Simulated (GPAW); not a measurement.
## A GW chain in GPAW: CuI (F-43m)

Wanted: ground state, empty states, screening and self-energy for CuI (F-43m).

Calculated with GPAW 26.7.0; PBE and many-body steps on it, plane waves.

Most raw output is cut from this account.

The database entry behind the starting cell differs from later determinations by our own check (about 0.15 % long (mineral sample)), so it need not match the best structure at ambient conditions.

**1. The structure**

Symmetry: F-43m, No. 216, cubic system. Conventional cell: a = 6.063 Å, b = 6.063 Å, c = 6.063 Å, α = 90.00°, β = 90.00°, γ = 90.00°. Nearest to Cu lie 4 I at 2.63 Å. I has 4 Cu at 2.63 Å nearest. Farther neighbours and most contacts between anions are not listed.

The cell and positions come from the Crystallography Open Database and are kept as given unless a step says otherwise. Spin-orbit coupling is left out unless a step names it.

**2. Ground state**

This step: GPAW 26.7.0; DFT, PBE, plane waves, PAW.

The ground-state density comes first.

run.py reads:

```python
import json
import numpy as np
from gpaw.mpi import world
from ase import Atoms
from gpaw import GPAW, PW, FermiDirac

atoms = Atoms(['Cu', 'I'],
    cell=[[0.0000000000, 3.0315000000, 3.0315000000],
      [3.0315000000, 0.0000000000, 3.0315000000],
      [3.0315000000, 3.0315000000, 0.0000000000]],
    scaled_positions=[[0.2500000000, 0.2500000000, 0.2500000000],
      [0.0000000000, 0.0000000000, 0.0000000000]],
    pbc=(True, True, True))
calc = GPAW(mode=PW(600),
    xc='PBE',
    kpts={'size': (6, 6, 6), 'gamma': True},
    occupations=FermiDirac(0.001),
    nbands=-7,
    convergence={'density': 1e-6, 'bands': -3},
    maxiter=100,
    txt='gs.txt')
atoms.calc = calc
res = {'energy': atoms.get_potential_energy()}
kpts = calc.get_ibz_k_points()
res['kpts'] = kpts
res['eigenvalues'] = [calc.get_eigenvalues(kpt=k) for k in range(len(kpts))]
res['n_electrons'] = calc.get_number_of_electrons()
calc.write('gs.gpw')

if world.rank == 0:
    with open('result.json', 'w') as f:
        json.dump(res, f, default=lambda x: x.tolist())
```

On the command line:

```sh
> mpirun -n 8 gpaw python run.py
```

Run time: 3.7 s. Hardware: 8 MPI ranks of Arm Neoverse V2, shared host; peak memory 1.2 GiB; 29 s of CPU time.

This step gave:

```yaml
total_energy: -5.450 eV
gap: 1.138 eV
k_of_the_valence_top: 0, 0, 0
k_of_the_conduction_bottom: 0, 0, 0
least_direct_gap: 1.138 eV
```

The gap is direct, at Γ.

**3. Bands along the symmetry lines**

Levels along a band path, at the cheap level, show where the edges lie and whether the meshes to come will hold them.

run.py reads:

```python
import json
import numpy as np
from gpaw.mpi import world
from gpaw import GPAW

path = [[0.000000, 0.000000, 0.000000],
    [-0.062500, -0.062500, 0.000000],
    [-0.125000, -0.125000, 0.000000],
    [-0.187500, -0.187500, 0.000000],
    [-0.250000, -0.250000, 0.000000],
    [-0.312500, -0.312500, 0.000000],
    [-0.375000, -0.375000, 0.000000],
    [-0.437500, -0.437500, 0.000000],
    [-0.500000, -0.500000, 0.000000],
    [-0.484375, -0.484375, 0.031250],
    [-0.468750, -0.468750, 0.062500],
    [-0.453125, -0.453125, 0.093750],
    [-0.437500, -0.437500, 0.125000],
    [-0.421875, -0.421875, 0.156250],
    [-0.406250, -0.406250, 0.187500],
    [-0.390625, -0.390625, 0.218750],
    [-0.375000, -0.375000, 0.250000],
    [-0.375000, 0.000000, 0.375000],
    [-0.328125, 0.000000, 0.328125],
    [-0.281250, 0.000000, 0.281250],
    [-0.234375, 0.000000, 0.234375],
    [-0.187500, 0.000000, 0.187500],
    [-0.140625, 0.000000, 0.140625],
    [-0.093750, 0.000000, 0.093750],
    [-0.046875, 0.000000, 0.046875],
    [0.000000, 0.000000, 0.000000],
    [0.000000, 0.000000, 0.062500],
    [0.000000, 0.000000, 0.125000],
    [0.000000, 0.000000, 0.187500],
    [0.000000, 0.000000, 0.250000],
    [0.000000, 0.000000, 0.312500],
    [0.000000, 0.000000, 0.375000],
    [0.000000, 0.000000, 0.437500],
    [-0.000000, 0.000000, 0.500000],
    [-0.062500, -0.031250, 0.468750],
    [-0.125000, -0.062500, 0.437500],
    [-0.187500, -0.093750, 0.406250],
    [-0.250000, -0.125000, 0.375000],
    [-0.312500, -0.156250, 0.343750],
    [-0.375000, -0.187500, 0.312500],
    [-0.437500, -0.218750, 0.281250],
    [-0.500000, -0.250000, 0.250000],
    [-0.500000, -0.281250, 0.218750],
    [-0.500000, -0.312500, 0.187500],
    [-0.500000, -0.343750, 0.156250],
    [-0.500000, -0.375000, 0.125000],
    [-0.500000, -0.406250, 0.093750],
    [-0.500000, -0.437500, 0.062500],
    [-0.500000, -0.468750, 0.031250],
    [-0.500000, -0.500000, 0.000000]]
calc = GPAW('gs.gpw').fixed_density(kpts=path,
    symmetry='off',
    nbands=19,
    convergence={'bands': 15},
    txt='bands.txt')
res = {}
kpts = calc.get_ibz_k_points()
res['kpts'] = kpts
res['eigenvalues'] = [calc.get_eigenvalues(kpt=k) for k in range(len(kpts))]
res['n_electrons'] = calc.get_number_of_electrons()

if world.rank == 0:
    with open('result.json', 'w') as f:
        json.dump(res, f, default=lambda x: x.tolist())
```

On the command line:

```sh
> mpirun -n 8 gpaw python run.py
```

Elapsed: 5.5 s, on 8 MPI ranks; peak memory 1.4 GiB; 43 s of CPU time.

Numbers from this step:

* gap: 1.138 eV
* k of the valence top: 0, 0, 0
* k of the conduction bottom: 0, 0, 0
* least direct gap: 1.138 eV

The gap is 1.138 eV, as in the run before at this level.

Electronic bands along the path, in eV, zero at the top of the highest filled band:

```csv
point,band 6,band 7,band 8,band 9,band 10,band 11,band 12,band 13
Γ,-1.84,0.00,0.00,0.00,1.14,4.88,4.88,4.88
halfway,-1.79,-1.08,-0.87,-0.87,3.22,3.39,6.81,6.81
X,-1.79,-1.74,-1.48,-1.48,2.71,2.90,9.19,9.86
halfway,-1.79,-1.77,-1.47,-1.41,2.87,3.39,8.44,9.05
U,-1.81,-1.70,-1.49,-1.23,3.10,4.62,7.56,7.90
jump to K,-1.81,-1.70,-1.49,-1.23,3.10,4.62,7.56,7.90
halfway,-1.81,-1.32,-1.06,-0.39,3.11,5.00,5.58,5.67
Γ,-1.84,0.00,0.00,0.00,1.14,4.88,4.88,4.88
halfway,-1.85,-1.26,-0.37,-0.37,2.27,5.45,5.45,5.48
L,-1.81,-1.76,-0.71,-0.71,2.15,5.42,5.42,7.44
halfway,-1.82,-1.71,-1.29,-0.99,3.49,4.68,6.23,7.43
W,-1.89,-1.75,-1.58,-1.24,4.50,4.65,6.07,6.40
halfway,-1.86,-1.75,-1.54,-1.33,3.39,3.51,7.81,7.97
X,-1.79,-1.74,-1.48,-1.48,2.71,2.90,9.19,9.86
```

**4. Empty states on the mesh, 4×4×4 mesh, 242 bands**

The sums over transitions need many empty states on a uniform mesh; this step solves for them.

run.py reads:

```python
import json
import numpy as np
from gpaw.mpi import world
from gpaw import GPAW

calc = GPAW('gs.gpw').fixed_density(kpts={'size': (4, 4, 4), 'gamma': True},
    parallel={'domain': 1, 'band': 1},
    txt='nscf.txt')
calc.diagonalize_full_hamiltonian(nbands=242)
calc.write('full.gpw', mode='all')
res = {}
kpts = calc.get_ibz_k_points()
res['kpts'] = kpts
res['eigenvalues'] = [calc.get_eigenvalues(kpt=k) for k in range(len(kpts))]
res['n_electrons'] = calc.get_number_of_electrons()

if world.rank == 0:
    with open('result.json', 'w') as f:
        json.dump(res, f, default=lambda x: x.tolist())
```

On the command line:

```sh
> mpirun -n 8 gpaw python run.py
```

It took 9.2 s on 8 MPI ranks; peak memory 3 GiB; 73 s of CPU time.

This step gave:

```yaml
gap: 1.138 eV
k_of_the_valence_top: 0, 0, 0
k_of_the_conduction_bottom: 0, 0, 0
least_direct_gap: 1.138 eV
k_points_computed: 8
lowest_point_of_the_top_converged_band_above_the_valence_top: 138.5158 eV
```

On this mesh the gap is 1.138 eV.

**5. Screening and self-energy, 4×4×4 mesh, 232 bands, screening to 150 eV**

G0W0 replaces the xc potential by the self-energy, built once from these orbitals. Only a window of levels is corrected, while the sums run over the empty bands that the input names.

This step: G0W0 on PBE, plane waves, PAW.

run.py reads:

```python
import json
import numpy as np
from gpaw.mpi import world
from gpaw.response.g0w0 import G0W0

gw = G0W0('full.gpw',
    filename='gw',
    kpts=[0],
    bands=(7, 11),
    ecut=150,
    nbands=232,
    integrate_gamma='WS',
    ppa=True)
gw.calculate()
res = {mode: {k: v for k, v in r.items() if k != 'sigma_eskwn'}
       for mode, r in gw.all_results.items()}

if world.rank == 0:
    with open('result.json', 'w') as f:
        json.dump(res, f, default=lambda x: x.tolist())
```

On the command line:

```sh
> mpirun -n 8 gpaw python run.py
```

It took 44 s on 8 MPI ranks; peak memory 2.6 GiB; 5.9 min of CPU time.

Numbers from this step:

```
G0W0 gap on the points computed              : 2.027 eV
least direct G0W0 gap on the computed points : 2.027 eV
Z at the valence top                         : 0.7398
Z at the conduction bottom                   : 0.8118
starting gap on the mesh                     : 1.138 eV
k of the valence top                         : 0, 0, 0
k of the conduction bottom                   : 0, 0, 0
```

The gap on the mesh goes from 1.14 eV to 2.03 eV, a correction of +0.89 eV.

Limits: finite bands, cutoff and mesh; d shell near the gap, gap tends to lie low; no spin-orbit coupling. v1 is the top filled band, c1 the lowest empty one. Levels before and after the correction, in eV, zero at the valence-band top of each column:

```csv
,conduction bottom,valence top
Kohn-Sham,1.14,0.00
G0W0,2.03,0.00
```

```csv
,level,energy (eV)
Kohn-Sham,Γ v2-v1,0.000
Kohn-Sham,Γ c1,1.137
Kohn-Sham,Γ c2,4.884
G0W0,Γ v2-v1,0.000
G0W0,Γ c1,2.027
G0W0,Γ c2,5.639
```

**6. Where the time went**

Times are wall times on 8 MPI ranks of Arm Neoverse V2, shared host, good to a factor of about two.

```csv
step,time,share,memory (GiB)
ground state,3.7 s,6 %,1.2
bands along the symmetry lines,5.5 s,9 %,1.4
empty states on the mesh,9.2 s,15 %,3.0
screening and self-energy,44 s,71 %,2.6
```

**7. Outcome**

| Item | Value |
| --- | --- |
| PBE gap | 1.14 eV, direct |
| G0W0 gap on the mesh | 2.03 eV |
| GW settings | 4×4×4 mesh, 232 bands, screening to 150 eV, Godby-Needs plasmon pole |
| known limits | not at the basis limit; d shell near the gap, gap tends to lie low; no spin-orbit coupling |

In words: G0W0 moves the gap on the mesh from 1.14 eV to 2.03 eV (+0.89 eV), with Z of 0.74 and 0.81 at the edges. Only 1 of the mesh's irreducible points was corrected, so a valley elsewhere could overtake. The dearest step here is «screening and self-energy». Bands and cutoff are finite, so the gap is not at the basis limit. The miss can reach some tenths of an eV and take either sign; the mesh is an error of its own. These stock PAW sets were not made for GW; the filled d or f shell of I lies in the frozen core, which bears on start and correction. In the G0W0 run levels were corrected at 1 k point alone, so a gap called «on the mesh» is the least over those, and an edge elsewhere would be missed. A d shell, filled or nearly so, lies near the gap. One-shot GW converges very slowly in bands there, not always from below, and on a semilocal start the gap tends to come out low; starts rich in exact exchange can overshoot instead. The many-body steps are scalar-relativistic: spin-orbit coupling is not in them.

[Paths, hosts, dates, memory and timing lines, banners, echoed tables and standing remarks are left out of the program output.]

[Logs are printed without paths, hosts, clocks, repeated set-up lines and the standing remarks that a program may print on its own settings, such as how far it seeks lower states.]

[Runs of the session that timed out or met a known fault of the program may be left out.]

[Hosts, paths, dates, database ids (printed as entryN), source tags and the programs' standing remarks are cut or masked in the printed files.]
